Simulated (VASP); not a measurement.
Crystal: MgO.

```
CELL_PARAMETERS angstrom
2.93802 0.00000 0.00000
-1.46901 2.54440 0.00000
0.00000 0.00000 2.67968
ATOMIC_POSITIONS crystal
Mg 0.00000 0.00000 0.00000
O 0.33333 0.66667 0.50000
```

Measurements of this composition are mostly on another form, of space group No. 225.

| Quantity | Value |
| --- | --- |
| Program | VASP 6.6.1 |
| Task | relaxation of cell and atoms |
| Functional | r2SCAN |
| Potentials or basis | VASP PAW PBE potentials, release 64 (Mg, O) |
| Cutoff | 600 eV |
| k mesh | 10 × 10 × 10 |
| Occupations | gaussian, width 0.05 eV |
| Spin | no spin polarisation |

At the start: pressure -6.4 GPa; volume 10.02 Å³/atom.

**Question.** Where does the relaxation end?

**Answer.** Over 5 steps the energy falls by 9.1 meV/atom and the volume is 9.58 Å³/atom (-4.4 %); space group P-6m2 (No. 187, to 0.05 Å).

Step by step:
```csv
step,energy change (eV),largest force (eV/Å),pressure (GPa),volume (Å³)
1,0.0000,0.0000,-6.42,20.03
2,-0.0158,0.0000,2.39,18.89
3,-0.0180,0.0000,-0.06,19.17
4,-0.0182,0.0000,0.07,19.14
5,-0.0182,0.0000,0.02,19.15
```

Final structure:
```
Mg O
1.0
     2.89354    0.00000    0.00000
    -1.44677    2.50588    0.00000
     0.00000    0.00000    2.64160
Mg O
1 1
Direct
  0.00000 0.00000 0.00000
  0.33333 0.66667 0.50000
```

Caveat: the PAW data sets were made with another functional, which shifts forces and pressure a little.
